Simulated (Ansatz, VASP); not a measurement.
# H in VASP and in Ansatz

The input INCAR:

```
PREC = Accurate ; ENCUT = 520
EDIFF = 1E-6 ; ISMEAR = 0
SIGMA = 0.02 ; LREAL = False
LASPH = True ; NELM = 100
ALGO = Fast ; ISIF = 2
LWAVE = False ; LCHARG = True
GGA = PE ; LELF = True
LVHAR = True ; NBANDS = 10
```

File KPOINTS:

```
Automatic mesh
0
Gamma
  6 6 6
```

Contents of POSCAR:

```
H
1.0
    2.7124445979     -2.6284382185      0.0214420787
    2.6887263974      2.6041972505     -0.0135191649
    0.0062541452     -0.0282057806      4.3037630838
H
4
Direct
    0.8918243473      0.0162977374      0.1445890075
    0.4493743043      0.5686780442      0.4200999769
    0.5633477945      0.4715752664      0.5353833398
    0.0954535539      0.9434489521      0.8999276758
```

Input for Ansatz:

```yaml
crystal:
  lattice:
    - [2.7124445979, -2.6284382185, 0.0214420787]
    - [2.6887263974, 2.6041972505, -0.0135191649]
    - [0.0062541452, -0.0282057806, 4.3037630838]
  atoms:
    - { symbol: H, position: [0.8918243473, 0.0162977374, 0.1445890075] }
    - { symbol: H, position: [0.4493743043, 0.5686780442, 0.4200999769] }
    - { symbol: H, position: [0.5633477945, 0.4715752664, 0.5353833398] }
    - { symbol: H, position: [0.0954535539, 0.9434489521, 0.8999276758] }
basis:
  ecutwfc: 420
kpoints:
  mp_grid: { grid: [6, 6, 6] }
hamiltonian:
  xc: pbe
scf:
  occupations: { method: gaussian, width: 0.02 }
output:
  forces: true
  stress: true
  eigenvalues: true
```

Change from the starting cell: all atoms moved at random, cell strained at random.

Alike in both runs: task single point; functional PBE; k mesh 6 × 6 × 6; occupations gaussian, width 0.02 eV; no spin polarisation.

|  | VASP | Ansatz |
| --- | --- | --- |
| version | VASP 6.6.1 | Ansatz 0.2.0 |
| potentials or method | VASP PAW PBE potentials, release 64 (H) | scalar-relativistic, plane waves, PAW |
| plane-wave cutoff (eV) | 520 | 420 |
| valence electrons in the cell | 4 | 4 |

```csv
,VASP,Ansatz,Ansatz less VASP
gap on the k mesh at the Fermi level (eV),4.73,4.73,-0.001
least direct gap on the mesh (eV),5.01,5.01,-0.001
pressure (GPa),-5.2,-5.0,+0.13
largest component of the traceless stress (GPa),6.78,6.80,+0.022
rms of the force components (eV/Å),1.836,1.837,+0.0008
```

Atom by atom the forces differ by 0.005 eV/Å (rms over components).

Caveats: forces of over 1 eV/Å show positions far from the minimum, so gaps and moduli don't describe the material at rest. A k mesh can miss the band edges.
